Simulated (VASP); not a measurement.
# TiSi2 (Fddd) in VASP: notebook

One crystal, TiSi2, is run at these levels: rev-vdW-DF2, PBE, BLYP+D3(BJ), BLYP+D4; tasks: relaxation of cell and atoms, single point.

Everything below comes from runs of VASP 6.6.1. Logs are shortened: lines on timing, memory, paths and dates and some standing lists are left out, and cuts for length are marked.

## Step 1: The structure

Symmetry: Fddd, No. 70, orthorhombic system. Conventional cell: a = 4.779 Å, b = 8.235 Å, c = 8.526 Å, α = 90.00°, β = 90.00°, γ = 90.00°. Ti (site symmetry 222) is surrounded by 10 Si at 2.55 to 2.78 Å. Si (site symmetry 2) has 5 Si at 2.52 to 2.79 Å and 5 Ti at 2.55 to 2.78 Å as nearest neighbours.

The cell is a database's computed one.

## Step 2: Relaxation of cell and atoms, rev-vdW-DF2

The input, INCAR:

```
SYSTEM = TiSi2
AGGAC    = 0.0          
ALGO     = Normal         ! electronic algorithm
EDIFF    = 1E-6           ! SCF threshold, eV
EDIFFG   = -0.01          ! ionic threshold
ENCUT    = 600            ! plane-wave cutoff, eV
GGA      = MK             ! functional
IBRION   = 2              ! ionic algorithm
ISIF     = 3              ! what is computed and relaxed
ISMEAR   = -1             ! smearing method
LASPH    = .True.         ! aspherical terms in the spheres
LCHARG   = .False.        ! write CHGCAR
LREAL    = .False.        ! projectors in reciprocal space
LUSE_VDW = .True.       
LWAVE    = .False.        ! write WAVECAR
NELM     = 80             ! most SCF steps
NSW      = 60             ! ionic steps
PARAM1   = 0.1234       
PARAM2   = 0.711357     
PREC     = Accurate       ! precision mode
SIGMA    = 0.05           ! smearing width, eV
ZAB_VDW  = -1.8867
```

The input, KPOINTS:

```
k-points
0
Gamma
  5 5 5
  0 0 0
```

The input, POSCAR:

```
TiSi2
1.0
    0.0000000000      4.1175163063      4.2628978354
    2.3895119538      0.0000000000      4.2628978354
    2.3895119538      4.1175163063      0.0000000000
Ti Si
2 4
Direct
    0.7500000000      0.7500000000      0.7500000000
    0.5000000000      0.5000000000      0.5000000000
    0.4125656100      0.0874343900      0.4125656100
    0.0874343900      0.4125656100      0.0874343900
    0.1625656100      0.8374343900      0.1625656100
    0.8374343900      0.1625656100      0.8374343900
```

Potentials or basis: VASP PAW PBE potentials, release 64 (Ti_sv, Si).

Launch:

```bash
$ cat potpaw_PBE.64/Ti_sv/POTCAR potpaw_PBE.64/Si/POTCAR > POTCAR
$ mpirun -np 1 vasp_std > vasp.out
```

OUTCAR:

```text
SYSTEM = TiSi2
   EDIFF = 1E-6
   EDIFFG = -0.01
   ENCUT = 600
   GGA = MK
   IBRION = 2
   ISIF = 3
   ISMEAR = -1
   LASPH = .True.
   LREAL = .False.
   NELM = 80
   NSW = 60
   PREC = Accurate

 ion  position               nearest neighbor table
   1  0.750  0.750  0.750-   6 2.55   5 2.55   6 2.55   5 2.55   3 2.74   3 2.74   4 2.74   4 2.74
                             3 2.78   4 2.78
   2  0.500  0.500  0.500-   4 2.55   3 2.55   4 2.55   3 2.55   5 2.74   5 2.74   6 2.74   6 2.74
                             5 2.78   6 2.78
   3  0.413  0.087  0.413-   6 2.52   6 2.52   2 2.55   2 2.55   4 2.68   1 2.74   1 2.74   1 2.78
                             4 2.79   4 2.79
   4  0.087  0.413  0.087-   5 2.52   5 2.52   2 2.55   2 2.55   3 2.68   1 2.74   1 2.74   1 2.78
                             3 2.79   3 2.79
   5  0.163  0.837  0.163-   4 2.52   4 2.52   1 2.55   1 2.55   6 2.68   2 2.74   2 2.74   2 2.78
                             6 2.79   6 2.79
   6  0.837  0.163  0.837-   3 2.52   3 2.52   1 2.55   1 2.55   5 2.68   2 2.74   2 2.74   2 2.78
                             5 2.79   5 2.79

  LATTYP: Found a face centered orthorhombic cell.
 ALAT       =     4.7790239076
 B/A-ratio  =     1.7231620456
 C/A-ratio  =     1.7840035613

  Lattice vectors:

 A1 = (   0.0000000000,   4.1175163063,   4.2628978354)
 A2 = (   2.3895119538,   0.0000000000,   4.2628978354)
 A3 = (   2.3895119538,   4.1175163063,   0.0000000000)

Analysis of symmetry for initial positions (statically):
=====================================================================
 Subroutine PRICEL returns:
 Original cell was already a primitive cell.

 Routine SETGRP: Setting up the symmetry group for a
 face centered orthorhombic supercell.

 Subroutine GETGRP returns: Found  8 space group operations
 (whereof  4 operations were pure point group operations)
 out of a pool of  8 trial point group operations.

The static configuration has the point symmetry D_2 .
 The point group associated with its full space group is D_2h.

Analysis of symmetry for dynamics (positions and initial velocities):
=====================================================================
 Subroutine PRICEL returns:
 Original cell was already a primitive cell.

 Routine SETGRP: Setting up the symmetry group for a
 face centered orthorhombic supercell.

 Subroutine GETGRP returns: Found  8 space group operations
 (whereof  4 operations were pure point group operations)
 out of a pool of  8 trial point group operations.

The dynamic configuration has the point symmetry D_2 .
 The point group associated with its full space group is D_2h.

 Subroutine INISYM returns: Found  8 space group operations
 (whereof  4 operations are pure point group operations),
 and found     1 'primitive' translations

----------------------------------------------------------------------------------------

                                     Primitive cell

  volume of cell :      83.8841
[... 87 lines left out ...]
 SYSTEM =  TiSi2
   PREC   = accura    normal or accurate (medium, high low for compatibility)
   ISTART =      0    job   : 0-new  1-cont  2-samecut
   ICHARG =      2    charge: 1-file 2-atom 10-const
   ISPIN  =      1    spin polarized calculation?
   LNONCOLLINEAR =      F non collinear calculations
   LSORBIT =      F    spin-orbit coupling
   LASPH  =      T    aspherical Exc in radial PAW
   ENCUT  =  600.0 eV  44.10 Ry    6.64 a.u.  11.84  9.76  9.51*2*pi/ulx,y,z
   NELM   =     80;   NELMIN=  2; NELMDL= -5     # of ELM steps
   EDIFF  = 0.1E-05   stopping-criterion for ELM
   LREAL  =      F    real-space projection
   EDIFFG = -.1E-01   stopping-criterion for IOM
   NSW    =     60    number of steps for IOM
   IBRION =      2    ionic relax: 0-MD 1-quasi-New 2-CG
   NFREE  =      1    steps in history (QN), initial steepest desc. (CG)
   ISIF   =      3    stress and relaxation
   ISYM   =      2    0-nonsym 1-usesym 2-fastsym
   POTIM  = 0.5000    time-step for ionic-motion
   TEBEG  =    0.0;   TEEND  =   0.0 temperature during run
   PSTRESS=    0.0 pullay stress
   NELECT =      40.0000    total number of electrons
   NUPDOWN=      -1.0000    fix difference up-down
   EMIN   =  10.00;   EMAX   =-10.00  energy-range for DOS
   EFERMI =   0.00;   METHOD = LEGACY
   ISMEAR =    -1;   SIGMA  =   0.05  broadening in eV -4-tet -1-fermi 0-gaus
   EFERMI_NEDOS =   21; number of points for ismear=-14 and -15
   IALGO  =     38    algorithm
   IMIX   =      4    mixing-type and parameters
     AMIX     =   0.40;   BMIX     =  1.00
     AMIX_MAG =   1.60;   BMIX_MAG =  1.00
  volume/ion in A,a.u.               =      13.98        94.35
  Fermi-wavevector in a.u.,A,eV,Ry     =   1.278994  2.416947 22.256742  1.635824
  Thomas-Fermi vector in A             =   2.411504
   LORBIT       =      0    0 simple, 1 ext, 2 COOP (PROOUT), +10 PAW based schemes
   GGA     = MK    functional components
   LHFCALC =     F    Hartree Fock is set to
   AEXX    =    0.0000 exact exchange contribution
   IVDW_NL    =     1    kernel type
   BPARAM     = 6.3000
   IVDW    =     0    specifies the selected vdW correction
   LEPSILON=     F    determine dielectric tensor
   LRPA    =     F    only Hartree local field effects (RPA)
 conjugate gradient relaxation of ions
 non-spin polarized calculation
  energy-cutoff  :      600.00
  volume of cell :       83.88
 maximum number of plane-waves:      2827
   NGX = 23   NGY = 19   NGZ = 19

--------------------------------------- Ionic step        1  -------------------------------------------

 number of electron      39.9999999 magnetization

 Free energy of the ion-electron system (eV)
  ---------------------------------------------------
  ext. energy  EPLUGINS =         0.00000000
  ---------------------------------------------------
  free energy    TOTEN  =       -31.55780208 eV

  energy without entropy =      -31.53702002  energy(sigma->0) =      -31.54741105

 E-fermi :  10.0321     XC(G=0): -11.7463

 val. band max:       10.0315760332   @ k =   0.4000   0.0000   0.0000
 cond. band min:      10.0696100156   @ k =  -0.2000   0.2000   0.0000
 fundamental gap:      0.0380339824
 Fermi energy:        10.0321356108

 k-point     1 :       0.0000    0.0000    0.0000
  band No.  band energies     occupation
      1     -45.9649      2.00000
      2     -45.9359      2.00000
      3     -22.4649      2.00000
      4     -22.4636      2.00000
      5     -22.3743      2.00000
      6     -22.3594      2.00000
[... 890 lines left out ...]
--------------------------------------- Ionic step        7  -------------------------------------------

 number of electron      39.9999999 magnetization

 Free energy of the ion-electron system (eV)
  ---------------------------------------------------
  ext. energy  EPLUGINS =         0.00000000
  ---------------------------------------------------
  free energy    TOTEN  =       -31.56252779 eV

  energy without entropy =      -31.54111246  energy(sigma->0) =      -31.55182013

 E-fermi :   9.9393     XC(G=0): -11.7092

 val. band max:        9.8957827921   @ k =   0.4000  -0.0000   0.2000
 cond. band min:       9.9463203810   @ k =   0.4000   0.0000   0.0000
 fundamental gap:      0.0505375889
 Fermi energy:         9.9392588030

 k-point     1 :       0.0000    0.0000    0.0000
  band No.  band energies     occupation
      1     -46.0940      2.00000
      2     -46.0662      2.00000
      3     -22.5899      2.00000
      4     -22.5876      2.00000
      5     -22.4979      2.00000
      6     -22.4835      2.00000
[... 676 lines left out ...]
  energy  without entropy=      -31.5411124564  energy(sigma->0) =      -31.55182013

Total vdW correction in eV:      4.6622615

 reached required accuracy - stopping structural energy minimisation
```

Run time: 10 min. Hardware: 1 thread of Intel Xeon 6975P-C (Granite Rapids), shared host; peak memory 0.68 GiB.

What came out:

| Item | Value |
| --- | --- |
| Free energy | -31.5625 eV |
| Relaxed volume | 14.10 Å³/atom |
| Relaxed cell | a = 5.949 Å, b = 4.912 Å, c = 4.765 Å, α = 75.84°, β = 53.20°, γ = 50.95° |
| Space group after relaxing (to 0.05 Å) | Fddd (No. 70) |
| Energy gained by relaxing | 0.8 meV/atom |
| Ionic steps | 7 |
| Pressure after relaxing | 0.0 GPa |
| Largest force after relaxing | 0.009 eV/Å |
| Band gap on the k mesh | none (metal or under the smearing width) |

Forces in eV/Å, atoms in the order of the input:
```
Ti   0.000  0.000  0.000
Ti   0.000  0.000  0.000
Si   0.000 -0.009  0.000
Si   0.000  0.009  0.000
Si   0.000 -0.009  0.000
Si   0.000  0.009  0.000
```

Step by step:
```tsv
step	energy change (eV)	largest force (eV/Å)	pressure (GPa)	volume (Å³)
1	0.0000	0.0056	1.38	83.88
2	-0.0008	0.0248	-1.34	85.35
3	-0.0046	0.0154	-0.09	84.65
4	-0.0046	0.0152	-0.05	84.63
5	-0.0047	0.0137	0.03	84.57
6	-0.0047	0.0130	0.05	84.56
7	-0.0047	0.0091	0.01	84.59
```

Final structure:
```xyz
6
Lattice="0.0000 4.1204 4.2905 2.3925 0.0000 4.2905 2.3925 4.1204 0.0000" Properties=species:S:1:pos:R:3 pbc="T T T"
Ti    3.5888    6.1806    6.4357
Ti    2.3925    4.1204    4.2905
Si    1.1963    3.3981    2.1452
Si    1.1963    0.7223    2.1452
Si    2.3925    1.3379    4.2905
Si    2.3925    6.9029    4.2905
```

Levels at points of the mesh, in eV from the Fermi level:
```csv
k point,band 16,band 17,band 18,band 19,band 20,band 21,band 22,band 23,band 24
"(0.00, 0.00, 0.00)",-2.43,-2.18,-1.94,-1.65,-1.21,-0.84,2.09,3.17,3.31
```

Caveat: the PAW data sets were made with another functional, which shifts forces and pressure a little.

## Step 3: Single point, PBE

The input, INCAR:

```
SYSTEM = TiSi2
  PREC = Accurate
  ENCUT = 520
  EDIFF = 1E-6
  ISMEAR = 0
  SIGMA = 0.014
  LREAL = .False.
  LASPH = .True.
  NELM = 60
  ALGO = Normal
  ISIF = 2
  LWAVE = .False.
  LCHARG = .False.
  GGA = PE
```

The input, KPOINTS:

```
Automatic mesh
0
Gamma
  7 7 7
  0 0 0
```

POSCAR is that of step 2.

Potentials or basis: VASP PAW PBE potentials, release 64 (Ti_sv, Si).

Launch:

```bash
$ cat potpaw_PBE.64/Ti_sv/POTCAR potpaw_PBE.64/Si/POTCAR > POTCAR
$ mpirun -np 1 vasp_std > vasp.out
```

Wall time 2.3 min (1 thread of Intel Xeon Platinum 8375C at 2.90GHz (Ice Lake), shared host); peak memory 0.3 GiB.

The run converged. Its results:

```yaml
Free_energy: -40.6819 eV
Pressure: 2.0 GPa
Largest_force: 0.013 eV/Å
Band_gap_on_the_k_mesh: none (metal or under the smearing width)
```

Forces in eV/Å, atoms in the order of the input:
```
Ti   0.000  0.000  0.000
Ti   0.000  0.000  0.000
Si   0.000  0.013  0.000
Si   0.000 -0.013  0.000
Si   0.000  0.013  0.000
Si   0.000 -0.013  0.000
```

Stress tensor (GPa, compression positive):
```
2.36 0.00 0.00
0.00 0.75 0.00
0.00 0.00 2.90
```

Levels at points of the mesh, in eV from the Fermi level:
| k point | band 17 | band 18 | band 19 | band 20 | band 21 | band 22 | band 23 | band 24 |
| --- | --- | --- | --- | --- | --- | --- | --- | --- |
| (0.00, 0.00, 0.00) | -2.27 | -2.07 | -1.78 | -1.35 | -0.93 | 2.07 | 3.13 | 3.35 |

(Part 1 of 2 ends here.)
